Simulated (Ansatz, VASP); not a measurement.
## TiC: VASP beside Ansatz

```
CELL_PARAMETERS angstrom
3.04209 0.00000 0.00000
-1.52104 2.63452 0.00000
0.00000 0.00000 2.69797
ATOMIC_POSITIONS crystal
Ti 0.00000 0.00000 0.50000
C 0.33333 0.66667 0.00000
```

The cell was built by a generator and needn't be a form met in nature.

Alike in both runs: task relaxation of cell and atoms; functional RPBE; k mesh 10 × 10 × 10; occupations fermi-dirac, width 0.05 eV; no spin polarisation.

|  | VASP | Ansatz |
| --- | --- | --- |
| version | VASP 6.6.1 | Ansatz 0.2.0 |
| potentials or method | VASP PAW PBE potentials, release 64 (Ti_sv, C) | Ansatz PAW |
| plane-wave cutoff (eV) | 600 | 420 |
| valence electrons in the cell | 16 | 16 |

|  | VASP | Ansatz | Ansatz less VASP |
| --- | --- | --- | --- |
| gap on the k mesh at the Fermi level, each at its own relaxed structure (eV) | none | none | - |
| relaxed volume (Å³/atom) | 11.03 | 11.03 | -0.002 |
| relaxed cell length with the largest relative difference (Å) | 3.068 | 3.067 | -0.0002 |
| energy change over the relaxation (meV/atom) | -3 | -3 | 0.0 |

A gap of «none» marks a metal or a gap that the smearing closes.

Caveats: the PAW data sets were made with another functional, which shifts forces and pressure a little (VASP); the plane-wave basis is chosen anew once the cell has moved, so the energies of steps on either side of that aren't comparable (Ansatz); the PAW data sets come from PBE, with cores solved anew for the run's functional, which leaves a small shift of forces and pressure (Ansatz).
